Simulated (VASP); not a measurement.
Wanted: the native input for a VASP 6.6.1 run.

* Task: relaxation of cell and atoms
* Functional: PBE
* Potentials or basis: VASP PAW PBE potentials, release 64 (Sr_sv, O)
* Cutoff: 600 eV
* k mesh: 10 × 10 × 10
* Occupations: gaussian, width 0.03 eV
* Spin: no spin polarisation
* Further INCAR settings: ALGO = Normal; EDIFF = 1e-07; IBRION = 2; EDIFFG = -0.005; NSW = 90; ISIF = 3

The structure of SrO lies in POSCAR:

```
SrO                                     
1.0
    0.0000000000      2.6019509623      2.6019509623
    2.6019509623      0.0000000000      2.6019509623
    2.6019509623      2.6019509623      0.0000000000
  Sr              O             
     1     1
Direct
     0.5000000000000000    0.5000000000000000    0.5000000000000000
     0.0000000000000000    0.0000000000000000    0.0000000000000000
```

The input as run:

INCAR

```
SYSTEM = SrO
PREC = Accurate
ENCUT = 600
EDIFF = 1E-7
ISMEAR = 0
SIGMA = 0.03
LREAL = .FALSE.
LASPH = .TRUE.
NELM = 80
ALGO = Normal
ISIF = 3
LWAVE = .FALSE.
LCHARG = .FALSE.
GGA = PE
IBRION = 2
NSW = 90
EDIFFG = -0.005
```

KPOINTS

```
Automatic mesh
0
G
  10 10 10
  0 0 0
```

Potentials or basis: VASP PAW PBE potentials, release 64 (Sr_sv, O).

Run with:

```console
$ cat potpaw_PBE.64/Sr_sv/POTCAR potpaw_PBE.64/O/POTCAR > POTCAR
$ mpirun -np 1 vasp_std > vasp.out
```

Results of the run:

| Property | Result |
| --- | --- |
| Pressure after relaxing | 0.0 GPa |
| Band gap on the k mesh | 3.28 eV, indirect (least direct gap 3.39 eV) |

Caveat: the relaxation stopped at its first step, so nothing moved.

Run time: 19 s on 1 thread of Intel(R) Xeon(R) 6975P-C (Granite Rapids), with other jobs on the host, peak memory 0.18 GiB.
